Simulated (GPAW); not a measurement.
# Cu (P6_3/mmc) in GPAW: further runs

One crystal, Cu, is run at these levels: LDA, PBEsol; tasks: equation of state, single point.

Program: GPAW 26.7.0. These are calculated values, not measurements. Logs are shortened: lines on timing, memory, paths and dates and some standing lists are left out, and cuts for length are marked. The log counts tension as positive stress, the text compression.

## (1) The crystal as given

Symmetry: P6_3/mmc, No. 194, hexagonal system. The conventional cell has a = 2.534 Å, b = 2.534 Å, c = 4.113 Å, α = 90.00°, β = 90.00°, γ = 120.00°. Cu (site symmetry -6m2) is surrounded by 12 Cu at 2.52 to 2.53 Å.

This isn't the form of Cu at room conditions, which is fcc.

## (2) Equation of state, LDA

run.py

```python
from ase import Atoms
from ase.eos import EquationOfState
from ase.io import Trajectory
from ase.units import GPa
from gpaw import GPAW, PW

atoms = Atoms(['Cu', 'Cu'],
              cell=[[2.5340966698, 0.0, 0.0],
                    [-1.2670483349, 2.1945920917, 0.0],
                    [0.0, 0.0, 4.112571]],
              scaled_positions=[[0.6666666667, 0.3333333333, 0.75],
                                [0.3333333333, 0.6666666667, 0.25]],
              pbc=True)

traj = Trajectory('eos.traj', 'w')
volumes, energies = [], []
for x in [0.94, 0.96, 0.98, 1.0, 1.02, 1.04, 1.06]:
    a = atoms.copy()
    a.set_cell(atoms.cell * x**(1 / 3), scale_atoms=True)
    calc = GPAW(mode=PW(600),
                xc='LDA',
                kpts={'size': (10, 10, 5), 'gamma': True},
                occupations={'name': 'fermi-dirac', 'width': 0.05},
                nbands=23,
                convergence={'density': 1e-05, 'energy': 1e-05},
                maxiter=150,
                txt=f'eos-{x:.2f}.txt')
    a.calc = calc
    energies.append(a.get_potential_energy(force_consistent=True))
    volumes.append(a.get_volume())
    p = -a.get_stress()[:3].mean() / GPa
    calc.write(f'eos-{x:.2f}.gpw')
    traj.write(a)
    print(f'{x:.2f} {volumes[-1]:10.4f} A^3 {energies[-1]:14.6f} eV {p:9.3f} GPa', flush=True)

v0, e0, B = EquationOfState(volumes, energies, eos='birchmurnaghan').fit()
print(f'V0 = {v0:.4f} A^3, E0 = {e0:.6f} eV, B0 = {B / GPa:.2f} GPa')
```

Potentials or basis: the program's PAW data sets (release 1.2.1) made for this functional, pw.

The run is started by

```console
> OMP_NUM_THREADS=1 python run.py
```

Output:

```text
__  _  _
 | _ |_)|_||  |
 |__||  | ||/\| - 26.7.0

Input parameters:
  mode=PW(ecut=600.0),
  convergence={'density': 1e-05, 'energy': 1e-05},
  kpts=MonkhorstPack(size=(10, 10, 5), gamma=True),
  maxiter=150,
  nbands=23,
  occupations=Occupations(name='fermi-dirac', width=0.05),
  xc=XC(name='LDA')

Diagonalizing LCAO Hamiltonian
Converting LCAO to pw mode

          Cu

        Cu

Atoms  # Å, Bohr magnetons
|   | symbol |         x |        y |        z |    initial magnetic moments |
|---|--------|-----------|----------|----------|-----------------------------|
| 0 |     Cu |  1.241183 | 0.716597 | 3.021463 | ( 0.0000,  0.0000,  0.0000) |
| 1 |     Cu | -0.000000 | 1.433195 | 1.007154 | ( 0.0000,  0.0000,  0.0000) |

Unit cell  # Å
| periodic |         x |        y |        z |  lengths |     angles |
|----------|-----------|----------|----------|----------|------------|
|      yes |  2.482366 | 0.000000 | 0.000000 | 2.482366 |  90.000000 |
|      yes | -1.241183 | 2.149792 | 0.000000 | 2.482366 |  90.000000 |
|      yes |  0.000000 | 0.000000 | 4.028617 | 4.028617 | 120.000000 |

Number of symmetries: 12
Symmetry operations  # r_c * U_cc + t_c -> r_c
|    | kind |            matrix            |
|----|------|------------------------------|
|  0 |  σ   |  1, 1, 0,  0,-1, 0,  0, 0, 1 |
|  1 |  S6  |  1, 1, 0, -1, 0, 0,  0, 0,-1 |
|  2 |  E   |  1, 0, 0,  0, 1, 0,  0, 0, 1 |
|  3 |  C2  |  1, 0, 0, -1,-1, 0,  0, 0,-1 |
|  4 |  C2  |  0, 1, 0,  1, 0, 0,  0, 0,-1 |
|  5 |  C3  |  0, 1, 0, -1,-1, 0,  0, 0, 1 |
|  6 |  S6  |  0,-1, 0,  1, 1, 0,  0, 0,-1 |
|  7 |  σ   |  0,-1, 0, -1, 0, 0,  0, 0, 1 |
|  8 |  σ   | -1, 0, 0,  1, 1, 0,  0, 0, 1 |
|  9 |  i   | -1, 0, 0,  0,-1, 0,  0, 0,-1 |
| 10 |  C3  | -1,-1, 0,  1, 0, 0,  0, 0, 1 |
| 11 |  C2  | -1,-1, 0,  0, 1, 0,  0, 0,-1 |

BZ-sampling:
  Number of BZ points: 500
  Number of IBZ points: 58

  Monkhorst-Pack size: [10, 10, 5]
  Monkhorst-Pack shift: [0.05, 0.05, 0.0]

K-points  # in reciprocal-cell coordinates
|     |                                coordinates |     weight |
|-----|--------------------------------------------|------------|
|   0 | (  0.00000000,   0.00000000,   0.00000000) | 0.00200000 |
|   1 | (  0.00000000,   0.00000000,   0.20000000) | 0.00400000 |
|   2 | (  0.00000000,   0.00000000,   0.40000000) | 0.00400000 |
|   3 | (  0.10000000,   0.00000000,  -0.40000000) | 0.01200000 |
|   4 | (  0.10000000,   0.00000000,  -0.20000000) | 0.01200000 |
|   5 | (  0.10000000,   0.00000000,   0.00000000) | 0.01200000 |
|   6 | (  0.10000000,   0.00000000,   0.20000000) | 0.01200000 |
|   7 | (  0.10000000,   0.00000000,   0.40000000) | 0.01200000 |
|   8 | (  0.20000000,  -0.10000000,   0.00000000) | 0.01200000 |
|   9 | (  0.20000000,  -0.10000000,   0.20000000) | 0.02400000 |
| ... |                                            |            |
|  57 | (  0.50000000,   0.50000000,   0.40000000) | 0.01200000 |

Plane wave coefficients: 736
Cutoff: 600.0 eV

Spin-components: 1 (collinear spins)
Bands:           23
Projectors:      12
Spin-degeneracy: 2
Datatype:        complex128

Parallelization:
  kpt:    1
  domain: 1
  band:   1

Density:
  Valence electrons: 22.0
  Components: 1
  Grid points: [15 15 24]
  Charge: 0.0  # |e|

Potential:
  Grid points: [15 15 24]

species:
  Cu:
    name:    Copper
    Z:       29.0
    valence: 11
    core:    18
    charge:  0.0  # [|e|]
    compensation charges:
      type: gauss
      rc: 0.33  # [Å]
      lmax: 2
    cutoffs:
      filter: 2.06  # [Å]
      core: 2.43  # [Å]
    projectors
    | kind |    occ | energy [eV] | rcut [Å] |
    |------|--------|-------------|----------|
    |   4s |  1.000 |      -4.857 |    1.164 |
    |   4p |  0.000 |      -0.783 |    1.164 |
    |   3d | 10.000 |      -5.324 |    1.058 |
    |    s |        |      22.354 |    1.164 |
    |    p |        |      26.429 |    1.164 |
    |    d |        |      21.887 |    1.058 |

    Using partial waves for Cu as LCAO basis

Reference energy: -89902.194095  # eV

eigensolver:
  PPCG
  Converge bands: occupied
  niter=2

density mixing:
  MSR1-Mixer
  Pratt-step length: 0.05
  Maximum mixing coefficient: 0.75
  Old densities: 10
  SVD Regularization: 0.005
  Good broyden scale: 1.0
  Trust region scale: 1.0
  Backstep threshold: 4.0
  History deletion threshold: 6.0
  Fourier metric: weight=20.0, sigma=0.015

occupation numbers:
  Fermi-Dirac:
    width: 0.0500  # eV

poisson solver:
  ecut: 4800.0  # eV

xc functional:
  name: None

convergence criteria:
- Maximum integral of absolute [dens]ity change: 1e-05 electrons / valence electron
- Maximum [total energy] change in last 3 cyles: 1e-05 eV / valence electron
- Maximum integral of absolute [eigenst]ate change: 4e-08 eV^2 / valence electron
maximum number of iterations: 150

SCF iterations
|iter     | |      energy | eigst |  dens |
|---------|-|-------------|-------|-------|
|iter:   1| |  -11.470247 | -0.16 |       |
|iter:   2| |  -10.657753 | -2.38 | -0.88 |
|iter:   3| |   -9.326125 | -1.38 | -0.97 |
|iter:   4| |   -9.295805 | -3.84 | -1.86 |
|iter:   5| |   -9.274743 | -3.52 | -1.97 |
|iter:   6| |   -9.274781 | -5.99 | -3.63 |
|iter:   7| |   -9.274787c| -6.12 | -3.63 |
|iter:   8| |   -9.274786c| -8.42c| -4.34 |
|iter:   9| |   -9.274786c| -9.08c| -4.76 |
|iter:  10| |   -9.274786c| -8.63c| -5.49c|

Converged in 10 steps
Energy contributions relative to reference atoms: (reference = -89902.194095)

Energy contributions:
  Kinetic:         -18.415681
  Coulomb:          14.518308
  Zero:              0.030859
  External:          0.000000
  Xc:               -5.404511
  Entropy:          -0.007523
  Spinorbit:         0.000000
  ----------------------------
  Free energy:      -9.278547
  Extrapolated:     -9.274786

dipole moment: (-0.000000, -0.000001, -0.000001)  # |e|*Ang

Fermi level: 8.878
Eigenvalues  # (at kpt = [0.000, 0.000, 0.000])
| band index |      eig [eV] | occ [0-2] |
|------------|---------------|-----------|
|          0 |        -1.254 |     2.000 |
|        ... |               |           |
|          4 |         5.584 |     2.000 |
|          5 |         5.833 |     2.000 |
|          6 |         5.833 |     2.000 |
|          7 |         6.133 |     2.000 |
|          8 |         6.133 |     2.000 |
|          9 |         7.024 |     2.000 |
[... 8 lines left out ...]
|         18 |        34.445 |     0.000 |
|         19 |        34.933 |     0.000 |
|        ... |               |           |
|         22 |        40.013 |     0.000 |

No gap
No difference between direct/indirect transitions

Stress tensor  # eV/Ang^3
|         x |         y |         z |
|-----------|-----------|-----------|
| -0.029869 |  0.000000 |  0.000000 |
| -0.000000 | -0.029869 |  0.000000 |
|  0.000000 |  0.000000 | -0.024241 |

# Writing to eos-0.94.gpw (mode='')
```

stdout:

```text
0.94    21.4990 A^3      -9.278547 eV     4.485 GPa
0.96    21.9564 A^3      -9.286234 eV     0.364 GPa
0.98    22.4139 A^3      -9.282812 eV    -3.250 GPa
1.00    22.8713 A^3      -9.269683 eV    -6.421 GPa
1.02    23.3287 A^3      -9.248058 eV    -9.209 GPa
1.04    23.7861 A^3      -9.218916 eV   -11.664 GPa
1.06    24.2436 A^3      -9.183206 eV   -13.836 GPa
V0 = 22.0357 A^3, E0 = -9.286381 eV, B0 = 182.30 GPa
```

eos-0.96.txt:

```text
SCF iterations
|iter     | |      energy | eigst |  dens |
|---------|-|-------------|-------|-------|
|iter:   1| |  -11.460443 | -0.17 |       |
|iter:   2| |  -10.642667 | -2.37 | -0.88 |
|iter:   3| |   -9.331943 | -1.37 | -0.97 |
|iter:   4| |   -9.303017 | -3.88 | -1.85 |
|iter:   5| |   -9.282318 | -3.56 | -1.97 |
[... 43 lines left out ...]
|         18 |        33.885 |     0.000 |
|         19 |        34.369 |     0.000 |
|        ... |               |           |
|         22 |        39.397 |     0.000 |

No gap
No difference between direct/indirect transitions

Stress tensor  # eV/Ang^3
|         x |         y |        z |
|-----------|-----------|----------|
| -0.004322 | -0.000000 | 0.000000 |
| -0.000000 | -0.004322 | 0.000000 |
|  0.000000 | -0.000000 | 0.001823 |

# Writing to eos-0.96.gpw (mode='')
```

Wall time 1.9 min (1 thread of Arm Neoverse V2, shared host); peak memory 0.24 GiB.

What came out:

```
Equilibrium volume                        : 11.02 Å³/atom
Bulk modulus at fixed shape and positions : 182 GPa
Pressure derivative of the bulk modulus   : 5.2
```

Energy against volume, from the lowest point:
```
volume (Å³/atom)  energy (meV/atom)
          10.749               3.84
          10.978               0.00
          11.207               1.71
          11.436               8.28
          11.664              19.09
          11.893              33.66
          12.122              51.51
```

Caveat: with this Cu data set, volumes or pressures lay over 1.5 % or 2 GPa off other programs in two to four cells of ten; the cell was scaled at fixed shape and fractional positions, which overstates the stiffness of a crystal with free parameters, most of all of layers and chains.

## (3) Single point, PBEsol, 10.98 Å³/atom

run.py

```python
from ase import Atoms
from ase.dft.bandgap import bandgap
from ase.io import write
from ase.units import GPa
from gpaw import GPAW, PW, setup_paths

setup_paths.insert(0, '.')

atoms = Atoms(['Cu', 'Cu'],
              cell=[[2.5340966698, 0.0, 0.0],
                    [-1.2670483349, 2.1945920917, 0.0],
                    [0.0, 0.0, 3.94806816]],
              scaled_positions=[[0.6666666667, 0.3333333333, 0.75],
                                [0.3333333333, 0.6666666667, 0.25]],
              pbc=True)

calc = GPAW(mode=PW(600),
            xc='PBEsol',
            kpts={'size': (12, 12, 7), 'gamma': True},
            occupations={'name': 'fermi-dirac', 'width': 0.05},
            nbands=23,
            convergence={'density': 1e-05, 'energy': 1e-05},
            maxiter=150,
            txt='gpaw.txt')
atoms.calc = calc
energy = atoms.get_potential_energy()
forces = atoms.get_forces()
stress = atoms.get_stress()
calc.write('gs.gpw')
write('result.traj', atoms)
print(f'Energy: {energy:.6f} eV')
print('Forces (eV/A):')
print(forces.round(4))
print('Stress (GPa):', (stress / GPa).round(3))
print('Fermi level:', round(calc.get_fermi_level(), 4), 'eV')
print(f'Gap: {bandgap(calc)[0]:.4f} eV, direct: {bandgap(calc, direct=True)[0]:.4f} eV')
```

Potentials or basis: PAW data sets generated in the run's folder for this functional, pw.

The run is started by

```console
> gpaw-setup -f PBEsol Cu
> OMP_NUM_THREADS=1 python run.py
```

It took 19 s on 1 thread of Intel Xeon 6975P-C (Granite Rapids), shared host; peak memory 0.17 GiB.

Results (log left out):

| Item | Value |
| --- | --- |
| Free energy | -8.3918 eV |
| Pressure | 8.6 GPa |
| Band gap on the k mesh | none (metal or under the smearing width) |

Caveat: with this Cu data set, volumes or pressures lay over 1.5 % or 2 GPa off other programs in two to four cells of ten; the density grid can change from cell to cell, which puts small steps into energies and stress.

## (4) Single point, PBEsol, 11.21 Å³/atom

run.py: that of step 3 with these lines changed.

```diff
@@ -11,3 +11,3 @@
                     [-1.2670483349, 2.1945920917, 0.0],
-                    [0.0, 0.0, 3.94806816]],
+                    [0.0, 0.0, 4.03031958]],
               scaled_positions=[[0.6666666667, 0.3333333333, 0.75],
```

The run is started by

```console
> gpaw-setup -f PBEsol Cu
> OMP_NUM_THREADS=1 python run.py
```

Wall time 18 s (1 thread of Intel Xeon 6975P-C (Granite Rapids), shared host); peak memory 0.17 GiB.

Results (log left out):

```yaml
Free_energy: -8.4220 eV
Pressure: 4.3 GPa
Band_gap_on_the_k_mesh: none (metal or under the smearing width)
```

Caveat: with this Cu data set, volumes or pressures lay over 1.5 % or 2 GPa off other programs in two to four cells of ten; the density grid can change from cell to cell, which puts small steps into energies and stress.
